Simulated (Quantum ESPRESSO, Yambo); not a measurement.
# A GW chain in Yambo: ZrSe2 (1T monolayer), part 3 of 3

How does a plane-wave GW calculation on ZrSe2 (1T monolayer) run from the first input to the gap?

Quantum ESPRESSO 7.5 and Yambo 5.3.0; PBE and many-body steps on it, plane waves. Known limits of the many-body steps: not at the basis limit; no spin-orbit coupling.

So far. Step 3 (Bands along the symmetry lines): The gap is 0.530 eV, −0.021 eV from the run before at this level. Step 4 (Empty states on the mesh, 6×6×1 mesh, 124 bands): On this mesh the gap is 0.530 eV.

## 6. Screening and self-energy, 6×6×1 mesh, 124 bands, screening to 108.8 eV

Now the one-shot GW correction: screening in the RPA, then the self-energy of the levels asked for.

This step: G0W0 on PBE, plane waves, norm-conserving pseudopotentials.

gw1.in

```
HF_and_locXC
gw0
dyson
ppa
em1d
rim_cut
rim_w
RandQpts= 3000000
RandGvec= 100 RL
CUTGeo= "slab z"
RandGvecW= 9 RL
EXXRLvcs= 104 Ry
VXCRLvcs= 416 Ry
Chimod= "HARTREE"
% BndsRnXp
 1 | 124 |
%
NGsBlkXp= 8 Ry
% LongDrXp
 1 | 1 | 0 |
%
% GbndRnge
 1 | 124 |
%
DysSolver= "n"
ExtendOut
PPAPntXp= 27.21138 eV
% QPkrange
 1 | 7 | 25 | 33 |
%
```

Command:

```sh
> OMP_NUM_THREADS=1 mpirun -n 4 yambo -F gw1.in -J gw1 -C gw1 > gw1.log
```

What it wrote:

```text
 Yambo, version 5.3.0

 [02] CORE Variables Setup
 =========================

  [... cell, symmetries and grids as in the set-up ...]

  [02.05] Energies & Occupations
  ==============================

  [X] === General ===
  [X] Electronic Temperature                        :  0.000000  0.000000 [eV K]
  [X] Bosonic    Temperature                        :  0.000000  0.000000 [eV K]
  [X] Finite Temperature mode                       : no
  [X] El. density                                   :  0.29857E+24 [cm-3]
  [X] Fermi Level                                   :  0.171315 [eV]

  [X] === Gaps and Widths ===
  [X] Conduction Band Min                           :  0.529602 [eV]
  [X] Valence Band Max                              :  0.000000 [eV]
  [X] Filled Bands                                  :  30
  [X] Empty Bands                                   :   31  124
  [X] Direct Gap                                    :  1.128933 [eV]
  [X] Direct Gap localized at k                     :  1
  [X] Indirect Gap                                  :  0.529602 [eV]
  [X] Indirect Gap between kpts                     :   1   4
  [X] Last valence band width                       :  1.924902 [eV]
  [X] 1st conduction band width                     :  1.311303 [eV]

 [03] Transferred momenta grid and indexing
 ==========================================

 IBZ Q-points                                      :   7
 BZ  Q-points                                      :   36

 K/Q-points units:
 rlu = crystal or reduced units; cc = cartesian coordinates; iku = interal k-units

 Q [1]          [rlu]:  0.000000  0.000000  0.000000
 Q [2]          [rlu]:  0.19499E-16  0.16667       0.0000
 Q [3]          [rlu]:  0.38998E-16  0.33333       0.0000
 Q [4]          [rlu]: -0.58497E-16 -0.50000       0.0000
 Q [5]          [rlu]:  0.166667  0.166667  0.000000
 Q [6]          [rlu]:  0.166667  0.333333  0.000000
 Q [7]          [rlu]:  0.333333  0.333333  0.000000

 [04] Coloumb potential Random Integration (RIM)
 ===============================================

 Performing RIM of v_slab

  [04.01] RIM initialization
  ==========================

  * Diagonal components only detected *

  8 x (sBL volume)        :  0.040647 [a.u.]
  sBZ random points       :  3000000
  Points outside the sBZ  :  24000829
  RL volume               :  0.182913 [a.u.]
  Integrated volume       :  0.182907 [a.u.]

  [04.02] RIM integrals
  =====================

  Gamma point sphere radius             :  0.039453 [a.u.]
  Points outside the sphere             :  2398884
  [Int_sBZ(q=0) 1/q^2]*(Vol_sBZ)^(-1/3) =:  7.536989
                                 should be <:  7.795600

  Summary of Coulomb integrals for non-metallic bands |Q|[au] RIM/Bare

  Q [1] 0.100000E-4 0.966826 * Q [2] 0.168026 1.021076
  Q [5] 0.291029 1.031060 * Q [3] 0.336051 1.027376
  Q [6] 0.444554 1.018747 * Q [4] 0.504077 1.015072
  Q [7] 0.582058 1.011580
  Non-periodic chartesian directions : none
  Optical renormalization            :  30.23562 [au]
  Polarizability dimension           : length

 [05] Coloumb potential CutOffslab
 =================================

 Cut directionsZ
 Slab Cutoff:Z
 Symmetry test passed : yes

 [06] Dipoles
 ============

  [06.01] Setup: observables and procedures
  =========================================

  [WARNING] [x,Vnl] slows the Dipoles computation. To neglect it rename the ns.kb_pp file

 [07] Dynamic Dielectric Matrix (PPA)
 ====================================

 [WR./gw1//ndb.pp]---------------------------------------------------------------
  Brillouin Zone Q/K grids (IBZ/BZ)                :    7   36    7   36
  RL vectors                                       :  28483 [WF]
  Coulomb cutoff potential                         : slab z
  Electronic Temperature                           :  0.000000 [K]
  Bosonic    Temperature                           :  0.000000 [K]
  PPA    diel. fun.  energies                      : Perdew, Burke & Ernzerhof(X)+Perdew, Burke & Ernzerhof(C)
  wavefunctions                                    : Perdew, Burke & Ernzerhof(X)+Perdew, Burke & Ernzerhof(C)
  Global Gauge                                     : length
  X matrix size                                    :   549
  X band range                                     :    1  124
  X e/h energy range                               : -1.000000 -1.000000 [eV]
  X Time ordering                                  : R
  X Hxc Kernel                                     : HARTREE
  X Drude frequency                                :  0.000000  0.000000
  X poles                                          :  100.0000 [o/o]
  RL vectors in the sum                            :  28483
  [r,Vnl] included                                 : yes
  Field direction                                  :  0.707107E-5  0.707107E-5   0.00000
  BZ energy Double Grid                            : no
  BZ energy DbGd points                            : 0
  BZ Q point size factor                           : -1.000000
  X Optical Averaged directions                    : none

 [08] Local Exchange-Correlation + Non-Local Fock
 ================================================

 [VXC] Plane waves :  194387
 [EXS] Plane waves :  24321

 QP @ state[ 1 ] K range:   1   7
 QP @ state[ 1 ] b range:   25   33

 [xc] Functional : Perdew, Burke & Ernzerhof(X)+Perdew, Burke & Ernzerhof(C)
 [xc] LIBXC used to calculate xc functional
  PP Number of Atomic Species                      :  2
  NLCC RL compoments                               :  194387
  PP Number of Atomic Species                      :  2
  NLCC RL compoments                               :  194387

 [xc] E_xc :  -56.40697 [Ha]
      E_xc :  -112.8139 [Ry]

  Local XC kind (lXC) : Perdew, Burke & Ernzerhof(X)+Perdew, Burke & Ernzerhof(C)
  Non-Local XC kind (nlXC) : Hartree-Fock

  Corrections @ K [1] :  [eV]
 <25|nlXC|25> = -15.84259 -0.17366E-17 <25|lXC|25> = -12.23614  0.18882E-15
 <26|nlXC|26> = -16.65127  0.80589E-17 <26|lXC|26> = -14.10277  0.18882E-15
 <27|nlXC|27> = -16.65124 -0.10069E-16 <27|lXC|27> = -14.10277 -0.37763E-15
 <28|nlXC|28> = -15.34966 -0.38812E-17 <28|lXC|28> = -12.83495 -0.37763E-15
 <29|nlXC|29> = -16.42406  0.10871E-17 <29|lXC|29> = -14.68465  0.14161E-15
 <30|nlXC|30> = -16.42410 -0.48170E-17 <30|lXC|30> = -14.68466  0.47204E-16
 <31|nlXC|31> = -8.699851 -0.39023E-17 <31|lXC|31> = -13.96002  0.94408E-16
 <32|nlXC|32> = -8.699862 -0.13658E-17 <32|lXC|32> = -13.96003 -0.94408E-16
 <33|nlXC|33> = -8.119802  0.11093E-17 <33|lXC|33> = -13.49862 -0.18882E-15

  Corrections @ K [2] :  [eV]
 <25|nlXC|25> = -15.85418  0.57982E-18 <25|lXC|25> = -12.39709  0.18882E-15
[...]
Corrections @ K [3] :  [eV]
[...]
Corrections @ K [4] :  [eV]
[...]
Corrections @ K [5] :  [eV]
[...]
Corrections @ K [6] :  [eV]
[...]
Corrections @ K [7] :  [eV]
[...]
<29|nlXC|29> = -16.48580 -0.24415E-16 <29|lXC|29> = -13.74255  0.18882E-15
 <30|nlXC|30> = -16.11148  0.45982E-17 <30|lXC|30> = -13.07308 -0.47204E-16
 <31|nlXC|31> = -8.093530 -0.11469E-17 <31|lXC|31> = -14.00174  0.56645E-15
 <32|nlXC|32> = -8.630597 -0.10821E-18 <32|lXC|32> = -14.46603  0.20062E-15
 <33|nlXC|33> = -8.630594  0.31065E-18 <33|lXC|33> = -14.46603  0.47204E-16

  [08.01] Hartree-Fock occupations report
  =======================================

  [Hartree-Fock] === General ===
  [Hartree-Fock] Electronic Temperature             :  0.000000  0.000000 [eV K]
  [Hartree-Fock] Bosonic    Temperature             :  0.000000  0.000000 [eV K]
  [Hartree-Fock] Finite Temperature mode            : no
  [Hartree-Fock] El. density                        :  0.29857E+24 [cm-3]
  [Hartree-Fock] Fermi Level                        :  0.171315 [eV]

  [Hartree-Fock] === Gaps and Widths ===
  [Hartree-Fock] Conduction Band Min                :  4.991591 [eV]
  [Hartree-Fock] Valence Band Max                   : -1.739435 [eV]
  [Hartree-Fock] Filled Bands                       :  30
  [Hartree-Fock] Empty Bands                        :   31  124
  [Hartree-Fock] Direct Gap                         :  8.128537 [eV]
  [Hartree-Fock] Direct Gap localized at k          :  1
  [Hartree-Fock] Indirect Gap                       :  6.731026 [eV]
  [Hartree-Fock] Indirect Gap between kpts          :   1   4
  [Hartree-Fock] Last valence band width            :  3.223870 [eV]
  [Hartree-Fock] 1st conduction band width          :  2.757519 [eV]

 [09] Dyson equation: Newton solver
 ==================================

  [09.01] RIM-W interpolation
  ===========================

  [WARNING] RIM-W works only for 2D semiconductors with slab cutoff
  Found compatible q grid: 2D
  q_min[ 1 ]:  0.16667      0.18395E-11   0.0000     [rlu]
   0.166667  0.083333  0.000000 [iku]
  q_min[ 2 ]:  0.31271E-11  0.16667       0.0000     [rlu]
   0.13234E-10  0.16667       0.0000     [iku]
  G-vectors :   9
  G-vectors loaded:   63
  Number of interpolated frequencies:  2

  Evaluating coefficients q = 0
  Evaluating coefficients q = 0

  [09.02] RIM-W integrals
  =======================

  8 x (sBL volume)        :  0.040647 [a.u.]
  sBZ random points       :  3000000
  Points outside the sBZ  :  24000829
  RL volume               :  0.182913 [a.u.]
  Integrated volume       :  0.182907 [a.u.]

  [09.03] RIM integrals
  =====================

  Comparison between head Wc = W - v averages: < Wc > [au] RIM-W/RIM

   < -Wc [Q = 1] > 0.395267E-1 0.767423E-4 * < -Wc [Q = 2] > 0.005158 0.004983
   < -Wc [Q = 3] > 0.941829E-3 0.923185E-3 * < -Wc [Q = 4] > 0.323031E-3 0.319709E-3
   < -Wc [Q = 5] > 0.001369 0.001337 * < -Wc [Q = 6] > 0.454331E-3 0.449159E-3
   < -Wc [Q = 7] > 0.218746E-3 0.217234E-3

  Comparison between head Wc = W - v averages: < Wc > [au] RIM-W/RIM

   < -Wc [G = 1,G`=0] > 0.395267E-1 0.767423E-4 * < -Wc [G = 2,G`=0] >-0.002048 0.000000
   < -Wc [G = 3,G`=0] >-0.002048 0.000000 * < -Wc [G = 4,G`=0] > 0.116978E-4  0.00000
   < -Wc [G = 5,G`=0] > 0.116794E-4  0.00000 * < -Wc [G = 6,G`=0] > 0.139138E-3  0.00000
   < -Wc [G = 7,G`=0] > 0.139173E-3  0.00000 * < -Wc [G = 8,G`=0] >-0.281831E-4  0.00000
   < -Wc [G = 9,G`=0] >-0.281886E-4  0.00000

 [10] G0W0 (W PPA)
 =================

 [  GW  ] Bands range     :    1  124
 [GW/PPA] G damping       :  0.100000 [eV]

 QP @ state[ 1 ] K range:   1   7
 QP @ state[ 1 ] b range:   25   33

  Sc/G bands                                       :    1  124
  Sc/G damping                                     :  0.100000 ev
  Sc bands terminator                              : no
  Sx RL components                                 :  24321

  QP @ state[ 1 ] K range                          :   1   7
  QP @ state[ 1 ] b range                          :   25   33
  GF energies kind                                 : Perdew, Burke & Ernzerhof(X)+Perdew, Burke & Ernzerhof(C)
  GF WF`s kind                                     : Perdew, Burke & Ernzerhof(X)+Perdew, Burke & Ernzerhof(C)
  Xs energies kind                                 : Perdew, Burke & Ernzerhof(X)+Perdew, Burke & Ernzerhof(C)
  Xs WF`s kind                                     : Perdew, Burke & Ernzerhof(X)+Perdew, Burke & Ernzerhof(C)

 [14] Game Over & Game summary
```

Wall time 28 min (4 MPI ranks of Arm Neoverse V1, shared host); peak memory 6 GiB; 1.9 h of CPU time.

This step gave:

* G0W0 gap on the mesh: 1.504 eV
* starting gap on the mesh: 0.5296 eV
* k of the valence top: 0, 0, 0
* k of the conduction bottom: 0, -0.5, 0
* least direct G0W0 gap on the computed points: 2.265 eV
* Z at the valence top: 0.7311
* Z at the conduction bottom: 0.7264

The gap on the mesh goes from 0.53 eV to 1.50 eV, a correction of +0.97 eV. The start differs from the 0.55 eV found before because the two sample other k points.

Limits: finite bands, cutoff and mesh; no spin-orbit coupling. v1 is the top filled band, c1 the lowest empty one. Levels before and after the correction, in eV, zero at the valence-band top of each column:

|  | conduction bottom | valence top |
| --- | --- | --- |
| Kohn-Sham | 0.53 | 0.00 |
| G0W0 | 1.50 | 0.00 |

|  | level | energy (eV) |
| --- | --- | --- |
| Kohn-Sham | Γ v4 | -2.488 |
| Kohn-Sham | Γ v3 | -1.077 |
| Kohn-Sham | Γ v2-v1 | 0.000 |
| Kohn-Sham | Γ c1-c2 | 1.129 |
| Kohn-Sham | Γ c3 | 1.735 |
| Kohn-Sham | (0 -0.5 0) v4 | -2.475 |
| Kohn-Sham | (0 -0.5 0) v3 | -2.409 |
| Kohn-Sham | (0 -0.5 0) v2 | -1.453 |
| Kohn-Sham | (0 -0.5 0) v1 | -1.047 |
| Kohn-Sham | (0 -0.5 0) c1 | 0.530 |
| Kohn-Sham | (0 -0.5 0) c2 | 2.573 |
| Kohn-Sham | (0 -0.5 0) c3 | 2.915 |
| G0W0 | Γ v4 | -2.539 |
| G0W0 | Γ v3 | -1.333 |
| G0W0 | Γ v2-v1 | 0.000 |
| G0W0 | Γ c1-c2 | 2.265 |
| G0W0 | Γ c3 | 2.837 |
| G0W0 | (0 -0.5 0) v4 | -2.654 |
| G0W0 | (0 -0.5 0) v3 | -2.491 |
| G0W0 | (0 -0.5 0) v2 | -1.706 |
| G0W0 | (0 -0.5 0) v1 | -1.203 |
| G0W0 | (0 -0.5 0) c1 | 1.504 |
| G0W0 | (0 -0.5 0) c2 | 3.906 |
| G0W0 | (0 -0.5 0) c3 | 4.268 |

## 7. Where the time went

Times are wall times on the hardware named with each run, good to a factor of about two.

| step | time | share | memory (GiB) |
| --- | --- | --- | --- |
| ground state | 53 s | 3 % | 0.98 |
| bands along the symmetry lines | 25 s | 1 % | 0.74 |
| empty states on the mesh | 56 s | 3 % | 1.4 |
| conversion and set-up | 4 s | 0 % | 0.27 |
| screening and self-energy | 28 min | 92 % | 6.0 |

## 8. What came out

| Item | Value |
| --- | --- |
| PBE gap | 0.53 eV, indirect |
| G0W0 gap on the mesh | 1.50 eV |
| GW settings | 6×6×1 mesh, 124 bands, screening to 108.8 eV, Godby-Needs plasmon pole |
| known limits | not at the basis limit; no spin-orbit coupling |

**Reading.** G0W0 moves the gap on the mesh from 0.53 eV to 1.50 eV (+0.97 eV), with Z of 0.73 and 0.73 at the edges. The dearest step here is «screening and self-energy». Bands and cutoff are finite, so the gap is not at the basis limit. The miss can reach some tenths of an eV and take either sign; the mesh is an error of its own. The many-body steps are scalar-relativistic: spin-orbit coupling is not in them.

[Paths, hosts, dates, memory and timing lines, banners, echoed tables and standing remarks are left out of the program output.]

[Logs are printed without paths, hosts, clocks, repeated set-up lines and the standing remarks that a program may print on its own settings, such as how far it seeks lower states.]

[Runs of the session that timed out or met a known fault of the program may be left out.]

[Hosts, paths, dates, database ids (printed as entryN), source tags and the programs' standing remarks are cut or masked in the printed files.]
